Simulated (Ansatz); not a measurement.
# Ir (beta tin type): how the settings move a relaxation

Aim: see which settings change the result for Ir (beta tin type), by how much, and at what cost.

Method: reference: DFT, PBE, PAW with Ansatz's default frozen-core files, scalar-relativistic, in Ansatz 0.2.0.

4 further runs of the same task are left out: 4 that didn't finish.

## Step 1: The starting structure

Symmetry: I4_1/amd, No. 141, tetragonal system. The conventional cell has a = 3.719 Å, b = 3.719 Å, c = 2.111 Å, α = 90.00°, β = 90.00°, γ = 90.00°. Ir (site symmetry -4m2) is surrounded by 6 Ir at 1.93 to 2.11 Å.

As a file:

```cif
data_structure
_symmetry_space_group_name_H-M 'P 1'
_symmetry_Int_Tables_number 1
_cell_length_a 2.8334
_cell_length_b 2.8334
_cell_length_c 2.8334
_cell_angle_alpha 97.976
_cell_angle_beta 97.976
_cell_angle_gamma 136.259
_cell_volume 14.60
loop_
_atom_site_label
_atom_site_type_symbol
_atom_site_fract_x
_atom_site_fract_y
_atom_site_fract_z
_atom_site_occupancy
Ir1 Ir 0.62500 0.87500 0.75000 1
Ir2 Ir 0.37500 0.12500 0.25000 1
```

## Step 2: The reference run

input.yaml

```yaml
crystal:
  lattice:
    - [-1.8593114282, 1.8593114282, 1.0554694122]
    - [1.8593114282, -1.8593114282, 1.0554694122]
    - [1.8593114282, 1.8593114282, -1.0554694122]
  atoms:
    - { symbol: Ir, position: [-0.375, -0.125, -0.25] }
    - { symbol: Ir, position: [0.375, 0.125, 0.25] }
kpoints:
  mp_grid: { grid: [18, 18, 18] }
scf:
  occupations: { method: fermi_dirac, width: 0.05 }
hamiltonian:
  xc: pbe
  pseudopotentials: { kind: paw }
output:
  forces: true
  stress: true
  write_density: true
  write_potential: true
  elf: true
  volumetric_format: npy
relax:
  f_tol: 0.005
  max_steps: 30
  cell: { stress_tol: 0.64, fix: [volume] }
```

Launch:

```sh
$ ansatz run input.yaml --threads 1 --pin off --max-ram 2048MiB --backend cpu --events-out ev --progress --plain --runs-dir out
```

## Step 3: Changing settings: mp_grid.shift [0.5, 0.5, 0.5], dispersion d3bj

input.yaml: that of step 2 with these lines changed.

```diff
@@ -9,3 +9,3 @@
 kpoints:
-  mp_grid: { grid: [18, 18, 18] }
+  mp_grid: { grid: [18, 18, 18], shift: [0.5, 0.5, 0.5] }
 scf:
@@ -15,2 +15,3 @@
   pseudopotentials: { kind: paw }
+  dispersion: d3bj
 output:
@@ -18,6 +19,2 @@
   stress: true
-  write_density: true
-  write_potential: true
-  elf: true
-  volumetric_format: npy
 relax:
```

**Question.** What will these runs give? Wanted: for each run, ending; energy change; pressure; gap; force.

**Answer**, as computed:

| run | ending | energy change | pressure (GPa) | gap (eV) | force (eV/Å) | cycles | time |
| --- | --- | --- | --- | --- | --- | --- | --- |
| reference | converged | 0 | 1410.0 | 0.00 | 0.00 | 31 | 50 s |
| 1: mp_grid.shift [0.5, 0.5, 0.5], dispersion d3bj | converged | -1.45 eV/atom (offset of the dispersion model) | 1378.0 | 0.00 | 0.00 | 31 | 43 s |

Times don't compare one to one where runs were asked for different outputs or read a saved state (see the inputs); cycles may leave out searches for a lower state.

**Reading.** The energy moves by -1.45 eV/atom, nearly all of it the dispersion term itself (-1.45 eV/atom); that offset belongs to the model and is no gain or loss of stability; the pressure goes from 1410.0 to 1378.0 GPa. The structure is not at rest: the sound run finds 1410 GPa, so these are no properties of the relaxed crystal. 
